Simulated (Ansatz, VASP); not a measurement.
**CuO: VASP beside Ansatz**

File INCAR:

```
PREC = Accurate
ENCUT = 520
EDIFF = 1E-6
ISMEAR = -1
SIGMA = 0.03
LREAL = F
LASPH = T
NELM = 60
ALGO = Normal
ISIF = 2
LWAVE = F
LCHARG = F
GGA = PE
NBANDS = 16
```

Contents of KPOINTS:

```
regular mesh
0
Gamma
  7 7 6
```

Contents of POSCAR:

```
CuO
1.0
    2.8363251100      0.0000000000      0.0000000000
   -1.4181625500      2.4563296000      0.0000000000
    0.0000000000      0.0000000000      2.7681127800
Cu O
1 1
Direct
    0.0000000000      0.0000000000      0.0000000000
    0.6666666667      0.3333333333      0.5000000000
```

input.yaml

```yaml
crystal:
  lattice:
    - [2.83632511, 0.0, 0.0]
    - [-1.41816255, 2.4563296, 0.0]
    - [0.0, 0.0, 2.76811278]
  atoms:
    - { symbol: Cu, position: [0.0, 0.0, 0.0] }
    - { symbol: O, position: [0.6666666667, 0.3333333333, 0.5] }
kpoints:
  mp_grid: { grid: [7, 7, 6] }
scf:
  occupations: { method: fermi_dirac, width: 0.03 }
hamiltonian:
  xc: pbe
  pseudopotentials: { kind: all_electron, lapw: { basis_error: 0.002 } }
output:
  forces: true
  stress: true
  eigenvalues: true
```

Measurements of this composition are mostly on another form, of space group No. 15.

Alike in both runs: task single point; functional PBE; k mesh 7 × 7 × 6; occupations fermi-dirac, width 0.03 eV; no spin polarisation.

|  | VASP | Ansatz |
| --- | --- | --- |
| version | VASP 6.6.1 | Ansatz 0.2.0 |
| potentials or method | VASP PAW PBE potentials, release 64 (Cu, O) | all-electron LAPW, scalar-relativistic |
| plane-wave cutoff (eV) | 520 | see its input |

|  | VASP | Ansatz | Ansatz less VASP |
| --- | --- | --- | --- |
| gap on the k mesh at the Fermi level (eV) | none | none | - |
| pressure (GPa) | -0.4 | -0.6 | -0.12 |
| largest component of the traceless stress (GPa) | 7.15 | 7.19 | +0.045 |

A gap of «none» marks a metal or a gap that the smearing closes. Ansatz ran all-electron here, so the differences hold the error of VASP's frozen core and of both bases.

Caveats: the k mesh is coarse (spacing up to 0.38 Å⁻¹), so the values aren't converged; an odd number of electrons without spin polarisation forces a metal; a magnetic or distorted state may lie lower; the run has no spin polarisation, though such a crystal can be magnetic; semilocal functionals often make such compounds metallic where correlation or magnetic order opens a gap, which also shifts bond lengths; the k mesh is thin for a metal, which can move the energy by tens of meV per atom (Ansatz).
